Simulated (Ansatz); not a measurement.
Runs of Ansatz 0.2.0 on InPd. Symmetry: Pm-3m, No. 221, cubic system. Conventional cell: a = 3.272 Å, b = 3.272 Å, c = 3.272 Å, α = 90.00°, β = 90.00°, γ = 90.00°. In (site symmetry m-3m) is surrounded by 8 Pd at 2.83 Å. Pd (site symmetry m-3m) is surrounded by 8 In at 2.83 Å. The cell comes from a database or a generator and needn't be the stable form of this composition.

| task | level | spin | cell | k mesh | cutoff (eV) | smearing | points for each segment of the path | gap on the mesh (eV) | pressure (GPa) | relaxed volume (Å³/atom) |
| --- | --- | --- | --- | --- | --- | --- | --- | --- | --- | --- |
| band structure | r2SCAN | SOC, no magnetisation | as given | 6 × 6 × 6 | 500 | fermi-dirac 0.05 eV | 14 | none | -0.5 | - |
| single point | PBE | off | as given | 8 × 8 × 8 | 420 | gaussian 0.018 eV | - | none | 3.7 | - |
| relaxation of cell and atoms | revPBE+D4 | off | relaxed | 8 × 8 × 8 | 420 | fermi-dirac 0.05 eV | - | none | 0.0 | (a) |
| single point | PBE | off | as given | 8 × 8 × 8 | 420 | gaussian 0.016 eV | - | none | 3.7 | - |
| single point | PBE | off | as given | 8 × 8 × 8 | 420 | gaussian 0.017 eV | - | none | 3.7 | - |
| relaxation of cell and atoms | LDA | off | relaxed | 8 × 8 × 8 | 420 | fermi-dirac 0.05 eV | - | none | 0.0 | 16.60 |
| single point | PBE | off | as given | 8 × 8 × 8 | 420 | gaussian 0.011 eV | - | none | 3.7 | - |
| relaxation of cell and atoms | PBEsol | off | relaxed | 8 × 8 × 8 | 420 | fermi-dirac 0.05 eV | - | none | 0.0 | 17.11 |

Alike in all rows: potentials or basis Ansatz PAW.

Estimate the missing entries.

(a) 17.45.

Caveats: the PAW data sets come from PBE, with cores solved anew for the run's functional, which leaves a small shift of forces and pressure (some runs); the plane-wave basis is chosen anew once the cell has moved, so the energies of steps on either side of that aren't comparable (some runs); pairwise dispersion overbinds metals, which lowers pressure and volume (some runs).

A k mesh can miss the band edges, and rows without SOC leave out spin-orbit coupling on In, Pd.

A gap of «none» marks a metal or a gap under the smearing width.
